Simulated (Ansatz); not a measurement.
# TaN: the cost of one run

Computed with Ansatz 0.2.0 (DFT PBE+U (U = 2 eV, J = 0.9 eV on Ta d), plane waves, PAW, no spin–orbit coupling unless a run says so, unless a step's input says otherwise).

**1. The structure to begin with**

Symmetry: P6_3/mmc, No. 194, hexagonal system. Conventional cell: a = 3.048 Å, b = 3.048 Å, c = 4.918 Å, α = 90.00°, β = 90.00°, γ = 120.00°. Around Ta (site symmetry -3m) lie 6 N at 2.15 Å and 2 Ta at 2.46 Å. N (site symmetry -6m2) has 6 Ta at 2.15 Å as nearest neighbours.

As a file:

```cif
data_structure
_symmetry_space_group_name_H-M 'P 1'
_symmetry_Int_Tables_number 1
_cell_length_a 3.0480
_cell_length_b 6.0960
_cell_length_c 4.9180
_cell_angle_alpha 90.000
_cell_angle_beta 90.000
_cell_angle_gamma 120.000
_cell_volume 79.14
loop_
_atom_site_label
_atom_site_type_symbol
_atom_site_fract_x
_atom_site_fract_y
_atom_site_fract_z
_atom_site_occupancy
Ta1 Ta 0.00000 0.00000 0.00000 1
Ta2 Ta 0.00000 0.00000 0.50000 1
N1 N 0.33333 0.33333 0.25000 1
N2 N 0.66667 0.16667 0.75000 1
Ta3 Ta 0.00000 0.50000 0.00000 1
Ta4 Ta 0.00000 0.50000 0.50000 1
N3 N 0.33333 0.83333 0.25000 1
N4 N 0.66667 0.66667 0.75000 1
```

Magnetic order typed: antiferromagnetic, doubled cell 0 1/2 0.

An earlier series on this cell reached its lowest free state from «from atoms, symmetry kept, no search», perhaps among other starts (it ended without moments).

**2. Random orbitals: single harmonics, second filling**

Contents of input.yaml:

```yaml
crystal:
  lattice:
    - [3.04800184, 0.0, 0.0]
    - [-3.04800184, 5.27929406, 0.0]
    - [0.0, 0.0, 4.91799978]
  atoms:
    - { symbol: Ta, position: [0.0, 0.0, 0.0], spin: 0.3 }
    - { symbol: Ta, position: [0.0, 0.0, 0.5], spin: 0.3 }
    - { symbol: "N", position: [0.3333333333, 0.3333333334, 0.25] }
    - { symbol: "N", position: [0.6666666667, 0.1666666666, 0.75] }
    - { symbol: Ta, position: [0.0, 0.5, 0.0], spin: -0.3 }
    - { symbol: Ta, position: [0.0, 0.5, 0.5], spin: -0.3 }
    - { symbol: "N", position: [0.3333333333, 0.8333333333, 0.25] }
    - { symbol: "N", position: [0.6666666667, 0.6666666666, 0.75] }
basis:
  ecutwfc: 420
  ecutrho_ratio: 4
kpoints:
  mp_grid: { grid: [7, 7, 4] }
hamiltonian:
  xc: pbe
  hubbard:
    sites:
      - { site: 0, l: d, u: 2.0, j: 0.9, starting_ns: [{ spin: up, occupation_matrix: s0up }, { spin: down, occupation_matrix: s0down }] }
      - { site: 1, l: d, u: 2.0, j: 0.9, starting_ns: [{ spin: up, occupation_matrix: s1up }, { spin: down, occupation_matrix: s1down }] }
      - { site: 4, l: d, u: 2.0, j: 0.9, starting_ns: [{ spin: up, occupation_matrix: s4up }, { spin: down, occupation_matrix: s4down }] }
      - { site: 5, l: d, u: 2.0, j: 0.9, starting_ns: [{ spin: up, occupation_matrix: s5up }, { spin: down, occupation_matrix: s5down }] }
    occupation_matrices:
      s0up:
        matrix:
          - [0.02, 0.0, 0.0, 0.0, 0.0]
          - [0.0, 0.02, 0.0, 0.0, 0.0]
          - [0.0, 0.0, 0.97, 0.0, 0.0]
          - [0.0, 0.0, 0.0, 0.02, 0.0]
          - [0.0, 0.0, 0.0, 0.0, 0.02]
      s0down:
        matrix:
          - [0.02, 0.0, 0.0, 0.0, 0.0]
          - [0.0, 0.02, 0.0, 0.0, 0.0]
          - [0.0, 0.0, 0.02, 0.0, 0.0]
          - [0.0, 0.0, 0.0, 0.97, 0.0]
          - [0.0, 0.0, 0.0, 0.0, 0.02]
      s1up:
        matrix:
          - [0.97, 0.0, 0.0, 0.0, 0.0]
          - [0.0, 0.02, 0.0, 0.0, 0.0]
          - [0.0, 0.0, 0.02, 0.0, 0.0]
          - [0.0, 0.0, 0.0, 0.02, 0.0]
          - [0.0, 0.0, 0.0, 0.0, 0.02]
      s1down:
        matrix:
          - [0.02, 0.0, 0.0, 0.0, 0.0]
          - [0.0, 0.02, 0.0, 0.0, 0.0]
          - [0.0, 0.0, 0.02, 0.0, 0.0]
          - [0.0, 0.0, 0.0, 0.02, 0.0]
          - [0.0, 0.0, 0.0, 0.0, 0.97]
      s4up:
        matrix:
          - [0.02, 0.0, 0.0, 0.0, 0.0]
          - [0.0, 0.02, 0.0, 0.0, 0.0]
          - [0.0, 0.0, 0.97, 0.0, 0.0]
          - [0.0, 0.0, 0.0, 0.02, 0.0]
          - [0.0, 0.0, 0.0, 0.0, 0.02]
      s4down:
        matrix:
          - [0.02, 0.0, 0.0, 0.0, 0.0]
          - [0.0, 0.02, 0.0, 0.0, 0.0]
          - [0.0, 0.0, 0.02, 0.0, 0.0]
          - [0.0, 0.0, 0.0, 0.97, 0.0]
          - [0.0, 0.0, 0.0, 0.0, 0.02]
      s5up:
        matrix:
          - [0.97, 0.0, 0.0, 0.0, 0.0]
          - [0.0, 0.02, 0.0, 0.0, 0.0]
          - [0.0, 0.0, 0.02, 0.0, 0.0]
          - [0.0, 0.0, 0.0, 0.02, 0.0]
          - [0.0, 0.0, 0.0, 0.0, 0.02]
      s5down:
        matrix:
          - [0.02, 0.0, 0.0, 0.0, 0.0]
          - [0.0, 0.02, 0.0, 0.0, 0.0]
          - [0.0, 0.0, 0.02, 0.0, 0.0]
          - [0.0, 0.0, 0.0, 0.97, 0.0]
          - [0.0, 0.0, 0.0, 0.0, 0.02]
    ns_hold: until_converged
scf:
  occupations: { method: gaussian, width: 0.05 }
  lower_state_search: "off"
  max_iter: 150
output:
  forces: true
  stress: true
  eigenvalues: true
  populations: true
  hubbard:
    sites:
      - { site: 0, l: d }
      - { site: 1, l: d }
      - { site: 4, l: d }
      - { site: 5, l: d }
magnetization:
  spin_polarized: true
```

The typed matrices put 0.97 on the chosen orbitals and 0.02 on the others, and are held until the SCF converges, then released.

Launch:

```
$ ansatz run input.yaml --threads 4 --pin off --max-ram 6144MiB --backend cpu --events-out ev --progress --plain --runs-dir out
```

Q: Estimate wall time and peak memory on 4 threads of Arm Neoverse V2, shared host.

About 38 s, with a peak of 0.74 GiB.
